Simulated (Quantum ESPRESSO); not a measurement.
**Mo under changes of volume**

One of the cells (15.892 Å³/atom); the others are scaled copies at fixed shape and fractional positions:

```xyz
1
Lattice="-1.5838 1.5838 1.5838 1.5838 -1.5838 1.5838 1.5838 1.5838 -1.5838" Properties=species:S:1:pos:R:3 pbc="T T T"
Mo    0.0000    0.0000    0.0000
```

```yaml
Program: Quantum ESPRESSO 7.5
Functional: PBEsol
Potentials_or_basis: GBRV 1.5 PBEsol
Cutoff: 612 eV
Density_cutoff: 4898 eV
k_mesh: 12 × 12 × 12
Occupations: fermi-dirac, width 0.05 eV
Spin: no spin polarisation
```

| volume (Å³/atom) | energy over the lowest point (meV/atom) | pressure (GPa) |
| --- | --- | --- |
| 14.938 | ? | ? |
| 15.256 | 0.00 | 0.3 |
| 15.574 | 4.16 | -5.3 |
| 15.892 | 18.94 | -10.4 |
| 16.209 | 43.24 | -14.9 |
| 16.527 | 76.07 | -19.0 |
| 16.845 | 116.54 | -22.6 |

**Question.** What does the run at 14.938 Å³/atom give?

**Answer.** Energy over the lowest point 7.70 meV/atom; pressure 6.6 GPa.

Worked out: A Birch-Murnaghan fit of order 3 (a polynomial in V^(-2/3)) to the other rows has its minimum at 15.30 Å³/atom with B0 = V·E''(V) = 285 GPa and B' = 4.4. It gives 7.81 meV/atom at 14.938 Å³/atom, against the run's 7.70, and -dE/dV = 7.2 GPa, against 6.6.

Energies are extrapolated to zero smearing.
